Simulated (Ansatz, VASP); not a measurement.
Two plane-wave programs on Rb

File INCAR:

```
SYSTEM = Rb
ALGO = Normal
EDIFF = 1E-6
ENCUT = 520
GGA = PE
ISIF = 2
ISMEAR = -1
LASPH = .True.
LCHARG = .True.
LELF = .True.
LREAL = .False.
LVHAR = .True.
LWAVE = .False.
NBANDS = 10
NELM = 80
PREC = Accurate
SIGMA = 0.1
```

Contents of KPOINTS:

```
k-points
0
Gamma
  8 8 8
  0 0 0
```

Contents of POSCAR:

```
Rb
1.0
   -2.8359049291      2.8359049291      2.8359049291
    2.8359049291     -2.8359049291      2.8359049291
    2.8359049291      2.8359049291     -2.8359049291
Rb
1
Direct
    0.0000000000      0.0000000000      0.0000000000
```

Input for Ansatz:

```yaml
crystal:
  lattice:
    - [-2.8359049291, 2.8359049291, 2.8359049291]
    - [2.8359049291, -2.8359049291, 2.8359049291]
    - [2.8359049291, 2.8359049291, -2.8359049291]
  atoms:
    - { symbol: Rb, position: [0.0, 0.0, 0.0] }
hamiltonian:
  xc: pbe
  pseudopotentials:
    kind: paw
    azcp:
      Rb: "pseudopotentials/Rb.paw.azcp"
basis:
  ecutwfc: 420
  fft_grid_basis: typed
kpoints:
  mp_grid: { grid: [8, 8, 8], shift: [0, 0, 0] }
magnetization:
  spin_polarized: false
scf:
  occupations: { method: fermi_dirac, width: 0.1 }
  lower_state_search: "off"
output:
  stress: true
```

Alike in both runs: task single point; functional PBE; k mesh 8 × 8 × 8; occupations fermi-dirac, width 0.1 eV; no spin polarisation.

|  | VASP | Ansatz |
| --- | --- | --- |
| version | VASP 6.6.1 | Ansatz 0.2.0 |
| potentials or method | VASP PAW PBE potentials, release 64 (Rb_sv) | plane waves (420 eV) with PAW, scalar-relativistic |
| plane-wave cutoff (eV) | 520 | 420 |
| valence electrons in the cell | 9 | 9 |

```tsv
	VASP	Ansatz	Ansatz less VASP
pressure (GPa)	0.0	0.0	0.00
```

The functional is the same, so the differences come from potentials, cutoffs and numerics.
